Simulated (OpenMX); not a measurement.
Input of an OpenMX 3.8.5 run:

File AlFe.dat:

```
System.CurrrentDirectory             ./
System.Name                          AlFe
DATA.PATH                            ./DFT_DATA13
level.of.stdout                      1
level.of.fileout                     0
Species.Number                       2
<Definition.of.Atomic.Species
  Fe  Fe6.0H-s2p2d1          Fe_PBE13H
  Al  Al7.0-s2p1d1           Al_PBE13
Definition.of.Atomic.Species>

Atoms.Number                         2
Atoms.SpeciesAndCoordinates.Unit     FRAC
<Atoms.SpeciesAndCoordinates
    1  Fe    0.5000000000    0.5000000000    0.5000000000   9.500  6.500
    2  Al    0.0103092784    0.0000000000    0.0000000000   1.500  1.500
Atoms.SpeciesAndCoordinates>

Atoms.UnitVectors.Unit               Ang
<Atoms.UnitVectors
     2.9100000000    0.0000000000    0.0000000000
     0.0000000000    2.9100000000    0.0000000000
     0.0000000000    0.0000000000    2.9100000000
Atoms.UnitVectors>

scf.XcType                           GGA-PBE
scf.SpinPolarization                 on
scf.ElectronicTemperature            580.226
scf.energycutoff                     700.0
scf.maxIter                          160
scf.EigenvalueSolver                 band
scf.Kgrid                            7 7 7
scf.Mixing.Type                      rmm-diisk
scf.Init.Mixing.Weight               0.01
scf.Min.Mixing.Weight                0.001
scf.Max.Mixing.Weight                0.2
scf.Mixing.History                   40
scf.Mixing.StartPulay                15
scf.criterion                        1.0e-8
MD.Type                              nomd
scf.fixed.grid                       0.000000000000 0.000000000000 0.000000000000
```

Potentials or basis: OpenMX 2013 PBE set, Fe6.0H-s2p2d1, Al7.0-s2p1d1, grid cutoff 700 Ry.

Command:

```sh
$ openmx AlFe.dat -nt 1 > AlFe.std
```

Question: Predict the Mulliken charges.

Answer: Fe -0.06; Al +0.06 e.

Question: Estimate the site moments.

Answer: Fe +0.89; Al -0.13 μB.

Question: Estimate the band gap on the k mesh.

Answer: None (metal or under the smearing width).

Forces on the atoms (eV/Å):
```
Fe   0.183  0.000  0.000
Al  -0.183  0.000  0.000
```

Caveat: the basis of atomic orbitals isn't converged, which shifts pressures, moduli and gaps.
